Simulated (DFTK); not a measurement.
**HgTe in DFTK: convergence with k mesh**

The system is HgTe.

```
Hg Te
1.0
     0.00000    3.18000    3.18000
     3.18000    0.00000    3.18000
     3.18000    3.18000    0.00000
Hg Te
1 1
Direct
  0.00000 0.00000 0.00000
  0.50000 0.50000 0.50000
```

Measurements of this composition are mostly on another form, of space group No. 216.

| Quantity | Value |
| --- | --- |
| Program | DFTK 0.8.2 |
| Task | convergence study |
| Functional | PBE |
| Potentials or basis | dojo.nc.sr.pbe.v0_4_1.standard.upf (PBE) |
| Cutoff | 1088 eV |
| k mesh | 1 × 1 × 1 |
| Occupations | fermi-dirac, width 0.02 eV |
| Spin | collinear spin, ferromagnetic start |
| Starting moments | [0.5, 0.0] μB |

These are the settings of the first run; the series varies k mesh, with any setting tied to it.

Hardware: 1 thread of AMD EPYC 7R43 64-Core Processor (Zen 3) (shared host).

Task: The values tried are 1 × 1 × 1, 2 × 2 × 2, 3 × 3 × 3, 4 × 4 × 4, 5 × 5 × 5, 6 × 6 × 6, 8 × 8 × 8, 9 × 9 × 9, loosest first. From which on does the absolute moment stay within 0.02 μB of the tightest run that finished?

Result: From 6 × 6 × 6 on.

```tsv
k mesh	energy less the tightest run, at zero smearing (meV/atom)	pressure (GPa)	absolute moment (μB)	gap on the mesh (eV)	SCF cycles
1 × 1 × 1	3067.38	29.27	2.04	1.354	14
2 × 2 × 2	196.09	0.67	1.06	-	10
3 × 3 × 3	156.13	-2.28	0.54	0.000	11
4 × 4 × 4	75.09	-2.73	0.05	0.000	12
5 × 5 × 5	-2.65	-3.62	0.06	0.000	13
6 × 6 × 6	-8.84	-3.82	0.00	0.000	13
8 × 8 × 8	9.45	-3.61	0.00	0.000	11
9 × 9 × 9	0.00	-3.75	0.00	0.000	11
```

Against the tightest run, the gap on the mesh stays within 0.01 eV from 3 × 3 × 3 on. Not settled before the last step: the energy (to 1 meV/atom), the pressure (to 0.1 GPa). Meshes of other sizes hit other points, so gaps and Fermi surfaces needn't settle smoothly. The tightest run that finished is the yardstick and may itself not be fully converged.

The run has no spin-orbit coupling, so splittings on Hg, Te are missing.
